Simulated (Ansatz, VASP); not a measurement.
# Two plane-wave programs on AlN

```
Al N
1.0
     3.19094    0.00000    0.00000
    -1.59547    2.76344    0.00000
     0.00000    0.00000    4.00954
Al N
2 2
Direct
  0.33333 0.66667 0.25000
  0.66667 0.33333 0.75000
  0.66667 0.33333 0.25000
  0.33333 0.66667 0.75000
```

Change from the starting cell: hydrostatic strain -3.1%.

Alike in both runs: task single point; functional PBE; k mesh 12 × 12 × 6; occupations fermi-dirac, width 0.02 eV; no spin polarisation.

|  | VASP | Ansatz |
| --- | --- | --- |
| version | VASP 6.6.1 | Ansatz 0.2.0 |
| potentials or method | VASP PAW PBE potentials, release 64 (Al, N) | plane waves, PAW |
| plane-wave cutoff (eV) | 520 | 420 |
| valence electrons in the cell | 16 | 16 |

```csv
,VASP,Ansatz,Ansatz less VASP
gap on the k mesh at the Fermi level (eV),4.16,4.14,-0.015
pressure (GPa),30.7,30.9,+0.24
largest component of the traceless stress (GPa),2.58,2.69,+0.108
```

Caveats: so large a pressure means that the cell lies far from this level's equilibrium, or that cutoff or potentials fall short (VASP). A k mesh can miss the band edges.
